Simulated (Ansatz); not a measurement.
**ZnSnN2 (ordering on rocksalt) by several functionals**

All numbers come from the PAW code Ansatz. No magnetic order. The prototype was imposed, so other structures may be more stable.

The cell is ZnSnN2 as one 8-atom ordering (P4/nmm) on the rocksalt lattice (it has left that coordination); cell and atoms were relaxed with r2SCAN. Space group P4/nmm (No. 129), tetragonal; conventional cell a = 3.155 Å, c = 9.115 Å, 11.34 Å³ an atom. Zn is surrounded by 5 N at 2.12–2.25 Å; N is surrounded by 1 Sn at 2.05 Å and 5 Zn at 2.12–2.25 Å; N is surrounded by 5 Sn at 2.22–2.26 Å; Sn is surrounded by 6 N at 2.05–2.26 Å.

```cif
data_structure
_symmetry_space_group_name_H-M 'P4/nmm:1'
_symmetry_Int_Tables_number 129
_cell_length_a 3.1550
_cell_length_b 3.1550
_cell_length_c 9.1153
_cell_angle_alpha 90.000
_cell_angle_beta 90.000
_cell_angle_gamma 90.000
_cell_volume 90.73
loop_
_atom_site_label
_atom_site_type_symbol
_atom_site_symmetry_multiplicity
_atom_site_Wyckoff_symbol
_atom_site_fract_x
_atom_site_fract_y
_atom_site_fract_z
_atom_site_occupancy
Zn1 Zn 2 c 0.50000 0.00000 0.90148 1
N1 N 2 c 0.50000 0.00000 0.13382 1
N2 N 2 c 0.00000 0.50000 0.39715 1
Sn1 Sn 2 c 0.50000 0.00000 0.35910 1
```

Relaxed lattice by functional, symmetry kept:

| functional | k mesh | a (Å) | c (Å) | volume (Å³/atom) |
| --- | --- | --- | --- | --- |
| PBE | 8×8×4 | 3.193 | 9.225 | 11.76 |
| r2SCAN | 8×8×4 | 3.155 | 9.115 | 11.34 |

Gaps on the r2SCAN cell, each the least over its mesh and the special points:
```json
{"level": "PBE", "k mesh": "8×8×4", "gap (eV)": "none (overlap 0.62)", "kind": "–", "edges": "–", "least direct gap (eV)": "–"}
{"level": "PBE+SOC", "k mesh": "8×8×4", "gap (eV)": "none (overlap 0.62)", "kind": "–", "edges": "–", "least direct gap (eV)": "–"}
{"level": "r2SCAN", "k mesh": "8×8×4", "gap (eV)": "none (overlap 0.28)", "kind": "–", "edges": "–", "least direct gap (eV)": "–"}
```
All runs use a smearing of 0.02 eV.
Wave cutoffs: 420 eV, 500 eV (r2SCAN).
Points off the special ones are mesh points or PBE's searched band edges, reused at the other levels.

r2SCAN gives no gap: the lowest nominally empty band dips 0.28 eV below the top of the last filled one (its bottom at Γ, the top at Z–R (0.90 of the way from Z)), so the cell is a metal or semimetal at this level. PBE+SOC gives no gap: the lowest nominally empty band dips 0.62 eV below the top of the last filled one (its bottom at Γ, the top at Z–R (0.90 of the way from Z)), so the cell is a metal or semimetal at this level.

No level opens a gap, but no hybrid is among them, and semilocal functionals can close a real gap.

Only the levels marked +SOC include spin-orbit coupling.
